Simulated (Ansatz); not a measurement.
The system is SnO2 (Cassiterite).

```
CELL_PARAMETERS angstrom
4.73800 0.00000 0.00000
0.00000 4.73800 0.00000
0.00000 0.00000 3.18650
ATOMIC_POSITIONS crystal
Sn 0.50000 0.50000 0.50000
Sn 0.00000 0.00000 0.00000
O 0.80710 0.19290 0.50000
O 0.69290 0.69290 0.00000
O 0.19290 0.80710 0.50000
O 0.30710 0.30710 0.00000
```

Base run:

| Property | Result |
| --- | --- |
| Program | Ansatz 0.2.0 |
| Functional | PBE |
| Potentials or basis | Ansatz PAW |
| Cutoff | 420 eV (not typed: the program's choice for these potentials) |
| k mesh | 6 × 6 × 8 |
| Occupations | fermi-dirac, width 0.05 eV |
| Spin | no spin polarisation |

Its results: band gap on the k mesh 1.28 eV, direct; pressure 11.1 GPa; largest force 0.275 eV/Å.

Q: After a change of settings the same cell gave: band gap on the k mesh 1.35 eV, direct; pressure 14.2 GPa; largest force 0.298 eV/Å. Which change was it?
A. functional from PBE to LDA
B. functional from PBE to PBEsol
C. functional from PBE to revPBE
D. functional from PBE to BLYP

A: C.

revPBE binds less tightly than PBE, so the same cell stands under more pressure.

Caveats: spin-orbit coupling is left out, which moves the levels of the heavy elements; the PAW data sets come from PBE, with cores solved anew for the run's functional, which leaves a small shift of forces and pressure (some runs).
